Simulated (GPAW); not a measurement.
Runs of GPAW 26.7.0 on TiSe. The structure is tetragonal, space group P4/nmm (No. 129). Conventional cell: a = 4.178 Å, b = 4.178 Å, c = 5.984 Å, α = 90.00°, β = 90.00°, γ = 90.00°. Se (site symmetry 4mm) has 4 Ti at 2.53 Å as nearest neighbours. Ti (site symmetry -4m2) is surrounded by 4 Se at 2.53 Å. The cell comes from a database or a generator and needn't be the stable form of this composition.

```tsv
level	gap on the mesh (eV)	pressure (GPa)	relaxed volume (Å³/atom)	largest force (eV/Å)
PBEsol+D3(BJ)	none	0.0	(b)	0.01
PBEsol+D3	none	0.0	21.12	0.02
PBEsol+D4	none	0.0	21.09	-
PBEsol	none	0.0	(a)	-
PBEsol+D3(BJ)+ATM	none	-0.1	19.81	0.02
```

Alike in all rows: task relaxation of cell and atoms; potentials or basis PAW data sets generated in the run's folder for this functional, pw; no spin polarisation; cell relaxed; k mesh 5 × 5 × 4; cutoff (eV) 600; smearing fermi-dirac 0.05 eV.

Q: Fill in the values left out.

A: (a) 22.52; (b) 19.52.

Caveats: later steps reuse the first step's grids; the volume moved by over 15 % at a fixed basis, so the end points are rough (some runs); this functional lacks dispersion, which binds the layers, so the pressure and a relaxed spacing across them are unreliable (some runs).

A k mesh can miss the band edges, and the runs leave out spin-orbit coupling on Se.

A gap of «none» marks a metal or a gap under the smearing width.
